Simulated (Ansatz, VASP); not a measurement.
# One calculation of C, two programs

INCAR

```
  PREC = Accurate
  ENCUT = 520
  EDIFF = 1E-7
  ISMEAR = -1
  SIGMA = 0.1
  LREAL = F
  LASPH = T
  NELM = 60
  ALGO = Normal
  ISIF = 2
  LWAVE = F
  LCHARG = F
  GGA = PE
  NBANDS = 8
```

The input KPOINTS:

```
regular mesh
0
Gamma
  20 20 20
```

Contents of POSCAR:

```
C
1.0
    0.0000000000      1.5412318899      1.5412318899
    1.5412318899      0.0000000000      1.5412318899
    1.5412318899      1.5412318899      0.0000000000
C
1
Direct
    0.0000000000      0.0000000000      0.0000000000
```

Input for Ansatz:

```yaml
crystal:
  lattice:
    - [0.0, 1.5412318899, 1.5412318899]
    - [1.5412318899, 0.0, 1.5412318899]
    - [1.5412318899, 1.5412318899, 0.0]
  atoms:
    - { symbol: C, position: [0.0, 0.0, 0.0] }
hamiltonian:
  xc: pbe
  pseudopotentials:
    kind: paw
    azcp:
      C: "pseudopotentials/C.paw.azcp"
basis:
  ecutwfc: 420
  fft_grid_basis: typed
kpoints:
  mp_grid: { grid: [20, 20, 20], shift: [0, 0, 0] }
magnetization:
  spin_polarized: false
scf:
  occupations: { method: fermi_dirac, width: 0.1 }
  lower_state_search: "off"
output:
  stress: true
```

Alike in both runs: task single point; functional PBE; k mesh 20 × 20 × 20; occupations fermi-dirac, width 0.1 eV; no spin polarisation.

```csv
,VASP,Ansatz
version,VASP 6.6.1,Ansatz 0.2.0
potentials or method,"VASP PAW PBE potentials, release 64 (C)","plane waves (420 eV) with PAW, scalar-relativistic"
plane-wave cutoff (eV),520,420
valence electrons in the cell,4,4
```

```tsv
	VASP	Ansatz	Ansatz less VASP
pressure (GPa)	0.0	-0.1	-0.10
```
